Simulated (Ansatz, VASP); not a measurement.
# One calculation of H, two programs

```
H
1.0
     2.62348   -2.56690    0.00000
     2.62348    2.56690    0.00000
     0.00000    0.00000    4.14182
H
4
Cartesian
  2.6235 -2.3271 0.2838
  2.6235 0.2398 1.7872
  2.6235 -0.2398 2.3547
  2.6235 2.3271 3.8581
```

Alike in both runs: task single point; functional r2SCAN; k mesh 2 × 2 × 2; occupations gaussian, width 0.02 eV; no spin polarisation.

|  | VASP | Ansatz |
| --- | --- | --- |
| version | VASP 6.6.1 | Ansatz 0.2.0 |
| potentials or method | VASP PAW PBE potentials, release 64 (H) | scalar-relativistic, plane waves, PAW |
| plane-wave cutoff (eV) | 520 | 500 |
| valence electrons in the cell | 4 | 4 |

|  | VASP | Ansatz | Ansatz less VASP |
| --- | --- | --- | --- |
| gap on the k mesh at the Fermi level (eV) | 10.10 | 10.09 | -0.009 |
| least direct gap on the mesh (eV) | 10.71 | 10.70 | -0.009 |
| pressure (GPa) | -0.1 | 0.1 | +0.17 |
| largest component of the traceless stress (GPa) | 0.12 | 0.11 | -0.009 |
| rms of the force components (eV/Å) | 0.024 | 0.027 | +0.0029 |

Atom by atom the forces differ by 0.003 eV/Å (rms over components).

Caveats: the k mesh is coarse (spacing up to 0.86 Å⁻¹), so the values aren't converged; the PAW data sets were made with another functional, which shifts forces and pressure a little (VASP). A k mesh can miss the band edges. r2SCAN opens gaps a little over a GGA but as a rule still falls short of measured ones.
